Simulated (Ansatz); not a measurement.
# Si (Fd-3m): G0W0 and the choice of datasets

```
Si
1.0
     0.00000    2.71550    2.71550
     2.71550    0.00000    2.71550
     2.71550    2.71550    0.00000
Si
2
Cartesian
  0.0000 0.0000 0.0000
  1.3578 1.3578 1.3578
```

Held fixed (Ansatz):

| Property | Result |
| --- | --- |
| orbitals | PBE |
| k mesh | 6×6×6 |
| empty bands | 399 |
| response cutoff | 180 eV |
| frequencies | plasmon pole, fitted at the program's default frequency |
| q → 0 term | analytic weight of Carrier, Rohra and Görling |
| points solved | Γ, L, X |
| band sums | cut at the band count |

The gap is read from Γ to X, linearised, between the Kohn-Sham band edges among the points solved. The direct gap is read between the top filled and lowest empty Kohn-Sham band at Γ. ε∞ is the electronic dielectric constant on this mesh.

```tsv
datasets, wave cutoff	KS gap (eV)	G0W0 gap (eV)	direct at Γ (eV)	ε∞
hard PAW, 700 eV	0.71	1.19	3.19	15.4
hand-made PAW, 460 eV	0.71	1.20	3.19	15.3
soft PAW (1st gen.), 420 eV	0.71	?	?	?
norm-conserving, 489.805 eV	0.70	1.30	3.21	15.3
```

Fill in the row for soft PAW (1st gen.), 420 eV.

G0W0 gap 1.17 eV, direct at Γ 3.18 eV, ε∞ 15.3.

Soft PAW datasets can miss an all-electron G0W0 gap by more than 5 %. With norm-conserving pseudopotentials the core–valence exchange is only approximate, which can shift gaps by tenths of an eV and RPA lattice constants by most of a per cent. Band sums or response are cut, so the gap isn't at its basis limit. The gap is read among the points solved; the crystal's band edges can lie elsewhere. Meshes this coarse can overestimate the dielectric constant by a tenth and more.
